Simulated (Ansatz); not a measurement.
Here is an Ansatz 0.2.0 calculation.

File input.yaml:

```yaml
crystal:
  lattice:
    - [1.5054695445, 0.8691832468, 2.4399269062]
    - [-1.5054695445, 0.8691832468, 2.4399269062]
    - [0.0, -1.7383664936, 2.4399269062]
  atoms:
    - { symbol: Co, position: [0.0, 0.0, 0.0], spin: 3.0 }
    - { symbol: O, position: [0.5, 0.5, 0.5] }
hamiltonian:
  xc: pbesol
  pseudopotentials: { kind: paw }
magnetization:
  spin_polarized: true
  initial_magnetization: 3.0
  spin_locking: { lock_magnetization: hard }
kpoints:
  mp_grid: { grid: [9, 9, 9] }
scf:
  occupations: { method: fermi_dirac, width: 0.05 }
  lower_state_search: "off"
output:
  forces: true
  stress: true
  eigenvalues: true
  write_density: true
  write_potential: true
  elf: true
  volumetric_format: npy
```

Potentials or basis: Ansatz PAW.

Run with:

```console
$ ansatz run input.yaml --threads 2 --pin off --max-ram 5632MiB --backend cpu --events-out ev --progress --plain --runs-dir out
```

Question: Estimate the pressure.

Answer: -8.5 GPa.

Stress tensor (GPa, compression positive):
```
-8.42  0.00  0.00
 0.00 -8.42  0.00
 0.00  0.00 -8.76
```

Caveat: the pressure holds a Pulay correction of +0.8 GPa for the finite cutoff; the total moment is fixed, so each spin has its own Fermi level; a cell with one magnetic atom can't hold antiferromagnetic order, which such compounds often take; the PAW data sets come from PBE, with cores solved anew for the run's functional, which leaves a small shift of forces and pressure; the thresholds are loose for stress.
